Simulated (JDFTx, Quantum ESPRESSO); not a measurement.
Given: the input of a run of Quantum ESPRESSO 7.5 on ZnS (Wurtzite-2H). 

Contents of pw.in:

```
&CONTROL
  calculation = 'scf'
  prefix = 'pwscf'
  outdir = './tmp'
  pseudo_dir = './pseudo'
  tprnfor = .true.
  tstress = .true.
  disk_io = 'low'
/
&SYSTEM
  ibrav = 0
  celldm(1) = 8
  nat = 4
  ntyp = 2
  ecutwfc = 56
  ecutrho = 448
  nbnd = 36
  occupations = 'smearing'
  smearing = 'fd'
  degauss = 0.00367493
/
&ELECTRONS
  conv_thr = 8d-10
  electron_maxstep = 120
  mixing_beta = 0.5
/
ATOMIC_SPECIES
Zn    65.3800 zn_pbesol_v1.uspp.F.UPF
S     32.0600 s_pbesol_v1.4.uspp.F.UPF
CELL_PARAMETERS alat
  0.9002182826186   0.0000000000000   0.0000000000000
 -0.4501091413093   0.7796119016936   0.0000000000000
  0.0000000000000   0.0000000000000   1.4725690826146
ATOMIC_POSITIONS crystal
Zn     0.6666666667    0.3333333333    0.5000000000
Zn     0.3333333333    0.6666666667    0.0000000000
S      0.6666666667    0.3333333333    0.8850000000
S      0.3333333333    0.6666666667    0.3850000000
K_POINTS automatic
8 8 5 0 0 0
```

File pp_density.in:

```
&INPUTPP
  prefix = 'pwscf'
  outdir = './tmp'
  filplot = 'density.dat'
  plot_num = 0
/
&PLOT
  nfile = 1
  filepp(1) = 'density.dat'
  iflag = 3
  output_format = 6
  fileout = 'density.cube'
/
```

pp_potential.in

```
&INPUTPP
  prefix = 'pwscf'
  outdir = './tmp'
  filplot = 'potential.dat'
  plot_num = 11
/
&PLOT
  nfile = 1
  filepp(1) = 'potential.dat'
  iflag = 3
  output_format = 6
  fileout = 'potential.cube'
/
```

Potentials or basis: GBRV 1.5 PBEsol.

Launch:

```sh
$ OMP_NUM_THREADS=1 mpirun -n 2 pw.x -nk 2 -in pw.in > pw.out
$ OMP_NUM_THREADS=1 mpirun -n 1 pp.x -in pp_density.in > pp_density.out
$ OMP_NUM_THREADS=1 mpirun -n 1 pp.x -in pp_potential.in > pp_potential.out
```

What does the same run look like in JDFTx 1.7.0 (patched build)? Potentials or basis there: PseudoDojo-SR-PBEsol-0.4.1-standard with smoothed tails, cutoff 1143 eV.

As run (cutoffs and basis follow the program's own potentials, and thresholds, step limits or extra output files can differ):

Contents of ZnS.in:

```
lattice \
    7.2017462609    -3.6008731305     0.0000000000 \
    0.0000000000     6.2368952135     0.0000000000 \
    0.0000000000     0.0000000000    11.7805526609
coords-type Lattice
ion Zn     0.6666666667     0.3333333333     0.5000000000 1
ion Zn     0.3333333333     0.6666666667     0.0000000000 1
ion S      0.6666666667     0.3333333333     0.8850000000 1
ion S      0.3333333333     0.6666666667     0.3850000000 1

ion-species pseudo/Zn.upf
ion-species pseudo/S.upf
elec-cutoff 42 336
elec-ex-corr gga-PBEsol
kpoint-folding 8 8 5
elec-smearing Fermi 0.0018374661
elec-n-bands 34
electronic-SCF nIterations 100 energyDiffThreshold 1e-09
electronic-minimize nIterations 30 energyDiffThreshold 1e-7
converge-empty-states yes
forces-output-coords Cartesian

dump-name run.$VAR
dump End Ecomponents EigStats BandEigs Kpoints Forces Stress
```

Potentials or basis: PseudoDojo-SR-PBEsol-0.4.1-standard with smoothed tails.

Command:

```bash
$ jdftx -c 1 -i ZnS.in -o ZnS.out
```

Both were run:

|  | Quantum ESPRESSO | JDFTx |
| --- | --- | --- |
| Pressure | -1.2 GPa | -1.3 GPa |
| Largest force | 0.307 eV/Å | 0.306 eV/Å |

Pressure is positive in compression.
